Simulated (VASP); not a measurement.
# BaS: single point with PBEsol

**Experimental background.**

A printed reference work, monograph, original work of 1988 reports, for a bulk crystal of BaS at 2 K: band gap 3.806 eV (indirect).

BaS:

```
CELL_PARAMETERS angstrom
0.00000 3.16630 3.16630
3.16630 0.00000 3.16630
3.16630 3.16630 0.00000
ATOMIC_POSITIONS crystal
Ba 0.00000 0.00000 0.00000
S 0.50000 0.50000 0.50000
```

```json
{"Program": "VASP 6.6.1", "Task": "single point", "Functional": "PBEsol", "Potentials or basis": "VASP PAW PBE potentials, release 64 (Ba_sv, S)", "Cutoff": "520 eV", "k mesh": "8 × 8 × 8", "Occupations": "gaussian, width 0.02 eV", "Spin": "no spin polarisation"}
```

| Property | Result |
| --- | --- |
| Pressure | 0.7 GPa |
| Band gap on the k mesh | 1.93 eV, indirect (least direct gap 2.06 eV) |

Levels at points of the mesh, in eV from the valence-band top:
```
           k point  band 5  band 6  band 7  band 8  band 9  band 10  band 11  band 12
(0.00, 0.00, 0.00)  -10.39    0.00    0.00    0.00    3.53     3.78     3.78     3.78
(0.50, 0.00, 0.00)   -9.00   -2.05   -1.16   -1.16    5.55     5.60     6.36     6.36
(0.50, 0.50, 0.00)  -10.30   -0.51   -0.13   -0.13    1.93     5.97     6.08     7.62
```

Wall time 19 s on 1 thread of Intel(R) Xeon(R) Platinum 8559C (Emerald Rapids), on a shared host, peak memory 0.21 GiB.

Measured gap of BaS: 3.806 eV (indirect; 2 K; a printed reference work, monograph, original work of 1988). This calculation gives 1.93 eV (-1.87 eV). Spin-orbit coupling on Ba is left out. The value is that of PBEsol on a finite k mesh, which can miss the band edges, without temperature or zero-point motion. Semilocal functionals fall short of measured gaps as a rule.

Caveat: the PAW data sets were made with another functional, which shifts forces and pressure a little; spin-orbit coupling is left out, which moves the levels of the heavy elements.
